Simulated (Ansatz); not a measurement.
# Arsenic, bcc under revPBE: from relaxation to bulk modulus

Aim: take arsenic in the bcc structure, relax it, solve it on a dense k-mesh, then scale the cell to 7 volumes from 88 to 112 % of the relaxed one and try a fit of the equation of state. Spin polarisation is left out. The k-meshes are 13×13×13 for the relaxation; 21×21×21 for the dense run; 15×15×15 for the volumes.

Computed with Ansatz 0.2.0 (DFT revPBE, plane waves (420 eV) with PAW, scalar-relativistic; PBE-made PAW files, unless a step says otherwise).

## 1. Starting point

Symmetry: Im-3m, No. 229, cubic system. The conventional cell has a = 3.320 Å, b = 3.320 Å, c = 3.320 Å, α = 90.00°, β = 90.00°, γ = 90.00°. As (site symmetry m-3m) has 8 As at 2.88 Å as nearest neighbours.

Coordinates:

```
CELL_PARAMETERS angstrom
-1.66011 1.66011 1.66011
1.66011 -1.66011 1.66011
1.66011 1.66011 -1.66011
ATOMIC_POSITIONS crystal
As 0.00000 0.00000 0.00000
```

## 2. Geometry optimisation

input.yaml reads:

```yaml
crystal:
  lattice:
    - [-1.6601131187, 1.6601131187, 1.6601131187]
    - [1.6601131187, -1.6601131187, 1.6601131187]
    - [1.6601131187, 1.6601131187, -1.6601131187]
  atoms:
    - { symbol: As, position: [0.0, 0.0, 0.0] }
hamiltonian:
  xc: revpbe
  pseudopotentials:
    kind: paw
    azcp:
      As: "pseudopotentials/As.paw.azcp"
basis:
  ecutwfc: 420
  fft_grid_basis: typed
kpoints:
  mp_grid: { grid: [13, 13, 13], shift: [0, 0, 0] }
magnetization:
  spin_polarized: false
scf:
  occupations: { method: fermi_dirac, width: 0.1 }
relax:
  max_steps: 60
  f_tol: 0.01
  cell: {}
```

After this run come: Dense single point; Volume × 0.88; Volume × 0.92; Volume × 0.96; Volume × 1.0; Volume × 1.04; Volume × 1.08; Volume × 1.12.

What does the calculation give? Wanted: space group; conventional cell; volume; shortest distance; gap on the mesh; relative to grey arsenic; V₀, B₀, B₀′.

The runs gave:

```
                      quantity                         value
space group (spins left aside)               Im-3m (No. 229)
             conventional cell                   a = 3.380 Å
                        volume                19.315 Å³/atom
             shortest distance                       2.928 Å
               gap on the mesh  none (levels filled in part)
 relative to grey arsenic (A7)                 +533 meV/atom
                   V₀, B₀, B₀′   19.275 Å³/atom, 76 GPa, 4.7
```

**Reading.** From the guessed start the volume grew by 5.5 % in 5 steps. It lies 533 meV/atom above the element's reference form at the same level (grey arsenic (A7), from a run of its own). No gap shows: it is a metal or semimetal at this level. B₀ comes out at 76 GPa. Relaxation kept the symmetry; phonons were not checked.
